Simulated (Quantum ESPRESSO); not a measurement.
CoO: zone-centre phonons under several settings

```xyz
2
Lattice="0.0000 2.1315 2.1315 2.1315 0.0000 2.1315 2.1315 2.1315 0.0000" Properties=species:S:1:pos:R:3 pbc="T T T"
Co    0.0000    0.0000    0.0000
O     2.1315    2.1315    2.1315
```

All runs used Quantum ESPRESSO 7.5; potentials GBRV 1.5 PBEsol; k mesh 9 × 9 × 9; collinear spin, ferromagnetic start; cutoff 762 eV; occupations cold, width 0.2 eV.

```tsv
level	geometry	volume (Å³/atom)	pressure (GPa)	lowest optical mode without the field (cm⁻¹)
PBEsol	relaxed at -3 GPa	9.26	-3.1	74
PBEsol	relaxed at 0 GPa	9.11	-0.1	119
PBEsol	relaxed at 3 GPa	8.97	2.9	150
PBEsol	relaxed at 8 GPa	?	7.9	?
PBEsol	relaxed at 15 GPa	8.51	14.9	237
```

**Question.** What stands in the row left open?

**Answer.** Volume 8.77 Å³/atom; lowest optical mode without the field 190 cm⁻¹.

Caveats: the mesh is thin for the phonons of a metal; a cell with one magnetic atom can't hold antiferromagnetic order, which such compounds often take; the cell is more than 3 GPa from zero pressure, which shifts response properties (some runs).

For the row left open. Caveat: the mesh is thin for the phonons of a metal; the cell is more than 3 GPa from zero pressure, which shifts response properties; a cell with one magnetic atom can't hold antiferromagnetic order, which such compounds often take.
